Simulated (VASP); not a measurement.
## Al: core levels with PBEsol

Crystal: Al.

```
Al
1.0
     0.00000    4.04961    4.04961
     4.04961    0.00000    4.04961
     4.04961    4.04961    0.00000
Al
8
Direct
  0.00000 0.00000 0.00000
  0.00000 0.00000 0.50000
  0.00000 0.50000 0.00000
  0.00000 0.50000 0.50000
  0.50000 0.00000 0.00000
  0.50000 0.00000 0.50000
  0.50000 0.50000 0.00000
  0.50000 0.50000 0.50000
```

- Program: VASP 6.6.1
- Task: core levels
- Functional: PBEsol
- Potentials or basis: VASP PAW PBE potentials, release 64 (Al)
- Cutoff: 520 eV
- k mesh: 7 × 7 × 7
- Occupations: methfessel-paxton, width 0.1 eV
- Spin: no spin polarisation
- Further INCAR settings: ALGO = Normal; EDIFF = 1e-06

- Pressure: -2.2 GPa
- Band gap on the k mesh: none (metal or under the smearing width)

Levels at points of the mesh, in eV from the Fermi level:
```
           k point  band 9  band 10  band 11  band 12  band 13  band 14  band 15  band 16
(0.00, 0.00, 0.00)   -4.33    -2.87    -2.87    -2.87    -1.57    -1.57    -1.57     5.29
```

Core levels (eV, on the scale of the bands):
```
atom                          levels
1 Al  1s -1498.3, 2s -95.5, 2p -57.0
2 Al  1s -1498.3, 2s -95.5, 2p -57.0
3 Al  1s -1498.3, 2s -95.5, 2p -57.0
4 Al  1s -1498.3, 2s -95.5, 2p -57.0
5 Al  1s -1498.3, 2s -95.5, 2p -57.0
6 Al  1s -1498.3, 2s -95.5, 2p -57.0
```

Wall time 18 s on 4 MPI ranks on Intel(R) Xeon(R) Platinum 8559C (Emerald Rapids) (shared host), peak memory 0.31 GiB a rank.

Caveat: the PAW data sets were made with another functional, which shifts forces and pressure a little.
